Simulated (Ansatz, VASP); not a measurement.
Pt: VASP beside Ansatz

File INCAR:

```
SYSTEM = Pt
  PREC = Accurate
  ENCUT = 520
  EDIFF = 1E-7
  ISMEAR = -1
  SIGMA = 0.05
  LREAL = .False.
  LASPH = .True.
  NELM = 100
  ALGO = Normal
  ISIF = 2
  LWAVE = .False.
  LCHARG = .False.
  GGA = PS
  NBANDS = 11
```

File KPOINTS:

```
Automatic mesh
0
Gamma
  12 12 12
  0 0 0
```

Contents of POSCAR:

```
Pt
1.0
   -1.5518799051      1.5518799051      1.5518799051
    1.5518799051     -1.5518799051      1.5518799051
    1.5518799051      1.5518799051     -1.5518799051
Pt
1
Direct
    0.0000000000      0.0000000000      0.0000000000
```

input.yaml

```yaml
crystal:
  lattice:
    - [-1.5518799051, 1.5518799051, 1.5518799051]
    - [1.5518799051, -1.5518799051, 1.5518799051]
    - [1.5518799051, 1.5518799051, -1.5518799051]
  atoms:
    - { symbol: Pt, position: [0.0, 0.0, 0.0] }
hamiltonian:
  xc: pbesol
  pseudopotentials: { kind: paw }
kpoints:
  mp_grid: { grid: [12, 12, 12] }
scf:
  occupations: { method: fermi_dirac, width: 0.05 }
output:
  forces: true
  stress: true
  eigenvalues: true
```

Change from the starting cell: volume scaled by 0.94.

Alike in both runs: task single point; functional PBEsol; k mesh 12 × 12 × 12; occupations fermi-dirac, width 0.05 eV; no spin polarisation.

|  | VASP | Ansatz |
| --- | --- | --- |
| version | VASP 6.6.1 | Ansatz 0.2.0 |
| potentials or method | VASP PAW PBE potentials, release 64 (Pt) | Ansatz PAW |
| plane-wave cutoff (eV) | 520 | 420 |
| valence electrons in the cell | 10 | 18 |

Ansatz gave:

| Item | Value |
| --- | --- |
| gap on the k mesh at the Fermi level (eV) | none |
| pressure (GPa) | 4.7 |

Task: What did VASP give for the same quantities?

Result: gap on the k mesh at the Fermi level (eV): none; pressure (GPa): 4.3.

A gap of «none» marks a metal or a gap that the smearing closes. The two sets of potentials don't hold the same shells in valence.

Caveats: the PAW data sets were made with another functional, which shifts forces and pressure a little (VASP); the PAW data sets come from PBE, with cores solved anew for the run's functional, which leaves a small shift of forces and pressure (Ansatz). The runs have no spin-orbit coupling, so splittings on Pt are missing.
